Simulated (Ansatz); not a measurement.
# BaTe: the cost of one run

Program: Ansatz 0.2.0. Level of theory: DFT PBE, scalar-relativistic, plane waves, PAW. These are calculated values, not measurements.

### 1 The starting structure

Symmetry: P6_3/mmc, No. 194, hexagonal system. The conventional cell has a = 5.076 Å, b = 5.076 Å, c = 8.363 Å, α = 90.00°, β = 90.00°, γ = 120.00°. Around Ba (site symmetry -3m) lie 6 Te at 3.60 Å. Around Te (site symmetry -6m2) lie 6 Ba at 3.60 Å.

Structure file:

```cif
data_structure
_symmetry_space_group_name_H-M 'P6_3/mmc'
_symmetry_Int_Tables_number 194
_cell_length_a 5.0760
_cell_length_b 5.0760
_cell_length_c 8.3632
_cell_angle_alpha 90.000
_cell_angle_beta 90.000
_cell_angle_gamma 120.000
_cell_volume 186.61
loop_
_atom_site_label
_atom_site_type_symbol
_atom_site_symmetry_multiplicity
_atom_site_Wyckoff_symbol
_atom_site_fract_x
_atom_site_fract_y
_atom_site_fract_z
_atom_site_occupancy
Ba1 Ba 2 a 0.00000 0.00000 0.00000 1
Te1 Te 2 d 0.33333 0.66667 0.75000 1
```

The cell is invented: close-packed anion layers stacked AB|A, with sites between them filled layer by layer (P6_3/mmc, No. 194). Its size is a rough estimate.

### 2 The guess as it stands, on a coarse mesh

input.yaml reads:

```yaml
crystal:
  lattice:
    - [5.076, 0.0, 0.0]
    - [-2.538, 4.39594495, 0.0]
    - [0.0, 0.0, 8.36316495]
  atoms:
    - { symbol: Ba, position: [0.0, 0.0, 0.0] }
    - { symbol: Ba, position: [0.0, 0.0, 0.5] }
    - { symbol: Te, position: [0.33333333, 0.66666667, 0.75] }
    - { symbol: Te, position: [0.66666667, 0.33333333, 0.25] }
basis:
  ecutwfc: 420
kpoints:
  mp_grid: { grid: [6, 6, 2] }
hamiltonian:
  xc: pbe
scf:
  occupations: { method: gaussian, width: 0.1 }
  lower_state_search: "off"
output:
  forces: true
  stress: true
  eigenvalues: true
```

The run is started by

```
> ansatz run input.yaml --threads 1 --pin off --max-ram 2048MiB --backend cpu --events-out ev --progress --plain --runs-dir out
```

Q: Estimate wall time and peak memory on 1 thread of Intel Xeon Platinum 8375C at 2.90GHz (Ice Lake), shared host.

About 5.4 s, with a peak of 0.5 GiB.
